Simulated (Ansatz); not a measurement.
HfO₂ (P4_2/nmc), a film clamped to a substrate

Theory: Ansatz, DFT PBE, scalar-relativistic, plane waves, PAW. The runs took a 420 eV cutoff, a Γ-centred 6×6×4 mesh and Gaussian smearing (0.05 eV). Spin–orbit coupling is left out, which can shift energies with elements as heavy as these. No spin polarisation. Energies are free energies at this smearing, counted from the undisturbed cell; pressure is positive in compression.

Zero of the scan (relaxed at this level; this form isn't the usual structure):

```yaml
crystal:
  lattice:
    - [3.60430, 0.00000, 0.00000]
    - [0.00000, 3.60430, 0.00000]
    - [0.00000, 0.00000, 5.26397]
  atoms:
    - { symbol: Hf, position: [0.50000, 0.50000, 0.50000] }
    - { symbol: Hf, position: [0.00000, 0.00000, 0.00000] }
    - { symbol: O, position: [0.00000, 0.50000, 0.69325] }
    - { symbol: O, position: [0.50000, 0.00000, 0.80675] }
    - { symbol: O, position: [0.50000, 0.00000, 0.30675] }
    - { symbol: O, position: [0.00000, 0.50000, 0.19325] }
```

The cell (6 atoms, V0 = 68.38 Å³) is strained by p along both x and y and by q along z, fractional coordinates fixed. τp = (1/V0) ∂E/∂p = (σxx + σyy)(1 + p)(1 + q) and τq = (1/V0) ∂E/∂q = σzz(1 + p)², with tension positive.

```csv
p,q,ΔE (meV/atom),τp (GPa),τq (GPa)
0.000,0.000,0.00,-0.05,-0.03
-0.025,0.000,29.57,-34.16,-6.72
0.025,0.000,26.27,28.79,5.15
0.000,-0.025,9.42,-6.22,-10.80
0.000,0.025,8.54,5.57,9.45
```

Question: Get the second derivatives of the energy density.

Answer: Central differences give A = ∂τp/∂p = 1259 GPa (C11 + C22 + 2 C12), C = ∂τq/∂q = 405 GPa (C33) and the cross term B = ∂τq/∂p = 237 GPa (C13 + C23); ∂τp/∂q = 236 GPa must equal B, and any difference shows higher-order terms. The ions are clamped.

Question: A film of this crystal grows with z along the normal on a substrate that imposes p. How does its thickness respond, and what does the misfit cost?

Answer: Count p and q from the stress-free cell. A free surface needs τq = 0, so q = −(B/C) p = -0.59 p. The energy density left is (A − B²/C) p²/2 = M p², with the biaxial modulus M = 560 GPa; a misfit of 1 % costs 3.98 meV/atom, against 4.48 meV/atom if the thickness were held.

At p = 0.050 the energies along q are 103.0 (q = -0.050), 92.0 (q = -0.025), 99.7 (q = 0.000), 123.5 (q = 0.025), 161.6 (q = 0.050) meV/atom.

Question: Does the linear rule hold at this misfit?

Answer: A parabola through the lowest point and its neighbours has its minimum at q = -0.023, 91.9 meV/atom. With the stress left in the starting cell, τp0 and τq0, linear elasticity gives q = −(τq0 + Bp)/C = -0.029 and E = V0(τp0 p + τq0 q + Ap²/2 + Bpq + Cq²/2)/N = 99.5 meV/atom. The two agree within a tenth in energy.

Forces appear on the atoms along this scan, and letting them relax would lower the energy and soften the response.

The film resists in-plane misfit mainly through its in-plane stiffness. Letting the thickness adjust lowers the cost of a 1 % misfit only from 4.48 to 3.98 meV/atom, because the coupling between the plane and the normal is weak. The normal contracts under in-plane tension, but by far less than constant volume would require, as expected for a strongly bonded, partly ionic oxide.

Compression costs more than equal tension along both strain directions. Shortened Hf–O contacts meet steeply rising overlap repulsion, whereas stretching weakens the restoring forces. The same anharmonicity explains why, at the larger tensile misfit, the linear rule overestimates both the energy and the thinning; for a compressive misfit it would probably underestimate the energy.

The thickness ratio is less secure than the sign of the response: the oxygen shift along z, which the tetragonal symmetry leaves free, couples to both strains and could change the ratio in either direction.
